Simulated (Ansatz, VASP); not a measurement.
One calculation of Sb, two programs

```
Sb
1.0
     2.15420    1.24373    3.75800
    -2.15420    1.24373    3.75800
     0.00000   -2.48746    3.75800
Sb
2
Cartesian
  0.0000 0.0000 8.6416
  0.0000 0.0000 2.6324
```

Alike in both runs: functional LDA; k mesh 8 × 8 × 8; occupations fermi-dirac, width 0.05 eV; no spin polarisation.

|  | VASP | Ansatz |
| --- | --- | --- |
| version | VASP 6.6.1 | Ansatz 0.2.0 |
| potentials or method | VASP PAW LDA potentials, release 64 (Sb), cutoff 520 eV | all-electron LAPW, scalar-relativistic |
| task | single point | band structure |

|  | VASP | Ansatz | Ansatz less VASP |
| --- | --- | --- | --- |
| gap on the k mesh at the Fermi level (eV) | none | none | - |
| pressure (GPa) | -0.9 | -1.2 | -0.24 |
| largest component of the traceless stress (GPa) | 0.37 | 0.29 | -0.077 |
| rms of the force components (eV/Å) | 0.044 | 0.007 | -0.0372 |

Atom by atom the forces differ by 0.037 eV/Å (rms over components). A gap of «none» marks a metal or a gap that the smearing closes. Ansatz ran all-electron here, so the differences hold the error of VASP's frozen core and of both bases.

Caveats: spin-orbit coupling is left out, which moves the levels of the heavy elements (Ansatz). Spin-orbit coupling is left out, which matters for the levels of Sb.
